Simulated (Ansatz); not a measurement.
**HgTe: a vibration from a frozen displacement**

All numbers below come from DFT PBE, scalar-relativistic, plane waves, PAW in Ansatz. The runs took a 520 eV cutoff, a Γ-centred 14×14×14 mesh and Gaussian smearing (0.15 eV). Spin–orbit coupling is left out, which matters for the heavy elements here. No spin polarisation. Energies are free energies at this smearing, counted from the undisturbed cell; pressure is positive in compression.

The starting cell (as given, not relaxed at this level; it stands at -0.3 GPa; this rock-salt form isn't the usual structure):

```
CELL_PARAMETERS angstrom
0.00000 3.07712 3.07712
3.07712 0.00000 3.07712
3.07712 3.07712 0.00000
ATOMIC_POSITIONS crystal
Hg 0.00000 0.00000 0.00000
Te 0.50000 0.50000 0.50000
```

Every Hg atom is moved by x along the Cartesian unit vector (0.000, 0.000, 1.000); the cell and all other atoms stay fixed. The cell's volume is 58.27 Å³; the moved atoms weigh 200.592 u together and the others 127.600 u. Some rows repeat others by symmetry and weren't run.

| x (Å) | ΔE (meV/cell) | total force on the moved atoms along the move (eV/Å) | pressure (GPa) |
| --- | --- | --- | --- |
| -0.5000 | 321.58 | 1.8398 | 4.6284 |
| -0.4375 | 222.29 | 1.3609 | 3.3039 |
| -0.3750 | 148.96 | 1.0026 | 2.2359 |
| -0.3125 | 95.21 | 0.7287 | 1.3975 |
| -0.2500 | 56.64 | 0.5141 | 0.7631 |
| -0.1875 | 30.00 | 0.3453 | 0.3021 |
| -0.1250 | 12.75 | 0.2114 | -0.0117 |
| -0.0625 | 3.10 | 0.1002 | -0.1944 |
| 0.0000 | 0.00 | 0.0000 | -0.2545 |
| 0.0625 | 3.10 | -0.1002 | -0.1944 |
| 0.1250 | 12.75 | -0.2114 | -0.0117 |
| 0.1875 | 30.00 | -0.3453 | 0.3021 |
| 0.2500 | 56.64 | -0.5141 | 0.7631 |
| 0.3125 | 95.21 | -0.7287 | 1.3975 |
| 0.3750 | 148.96 | -1.0026 | 2.2359 |
| 0.4375 | 222.29 | -1.3609 | 3.3039 |
| 0.5000 | 321.58 | -1.8398 | 4.6284 |

Q: What frequency belongs to this motion?

A: The force constant is k = −dF/dx = 1.603 eV/Å², from the parabola through x = -0.0625, 0 and 0.0625. In every cell the moved atoms swing against the rest, so the mass is μ = m₁m₂/(m₁ + m₂) = 77.990 u, and ν̃ = 521.5 cm⁻¹ × √(|k|/μ) = 75 cm⁻¹. To first order in x, and within 1 %, the force on every atom lies along the move and, within each of the two groups, in proportion to the atom's mass, so this is itself a mode at the zone centre of this cell.

Q: How far does the harmonic law reach?

A: At x = -0.500 Å, kx²/2 = 200.40 meV against the computed 321.58 meV (+60.5 %): the well stiffens in this direction at large amplitude.

Q: The pressure changes with x². What does that say about the frequency under compression?

A: With E = k(V)x²/2, k ∝ V^(−2γ) and x scaling with the cell as V^(1/3), P − P0 = −∂E/∂V = (2γ − 2/3) ΔE/V. At x = 0.1250 Å, V(P − P0) = 58.27 × 0.24273 / 160.2 eV = 88.28 meV and ΔE = 12.75 meV, so γ = 1/3 + V(P − P0)/(2ΔE) = 3.79. This is the Grüneisen parameter of the motion under uniform scaling of the cell: shrinking the cell evenly by 1 % in volume raises the frequency by about 3.79 %.

In a metal these slopes depend on the k mesh and the smearing.

Cost: 9 runs of about 4.7 core-minutes in all, on Intel Xeon Processor @ 2.70GHz (shared hosts).